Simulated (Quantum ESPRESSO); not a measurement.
## TiB2 in Quantum ESPRESSO: the effect of dispersion

TiB2:

```
CELL_PARAMETERS angstrom
3.02920 0.00000 0.00000
-1.51460 2.62336 0.00000
0.00000 0.00000 3.22840
ATOMIC_POSITIONS crystal
Ti 0.00000 0.00000 0.00000
B 0.66667 0.33333 0.50000
B 0.33333 0.66667 0.50000
```

Alike in all runs:

* Program: Quantum ESPRESSO 7.5
* Task: phonons
* Potentials or basis: GBRV 1.5 PBE
* Cutoff: 612 eV
* Density cutoff: 4898 eV
* k mesh: 8 × 8 × 7
* Occupations: cold, width 0.2 eV
* Spin: no spin polarisation

Each run relaxes the cell or the atoms first.

| dispersion | functional | relaxed volume (Å³/atom) | highest phonon frequency (cm⁻¹) |
| --- | --- | --- | --- |
| none | PBE | 8.55 | 883 |
| D2 | PBE | ? | ? |
| D3(BJ) two-body | PBE | 8.28 | 920 |
| rVV10 | rPW86PBE | 8.62 | 875 |
| rev-vdW-DF2 | rev-vdW-DF2 | 8.48 | 890 |

Task: What does the run with dispersion D2 give?

Result: Relaxed volume 8.34 Å³/atom; highest phonon frequency 900 cm⁻¹.

Caveats: the mesh is thin for the phonons of a metal; pairwise dispersion overbinds metals, which lowers pressure and volume (some runs); the potentials were made for another functional, which shifts forces and pressure (some runs); before the sum rule the acoustic modes lie tens of cm⁻¹ from zero, a sign that the density grid also shifts the optical modes (some runs).
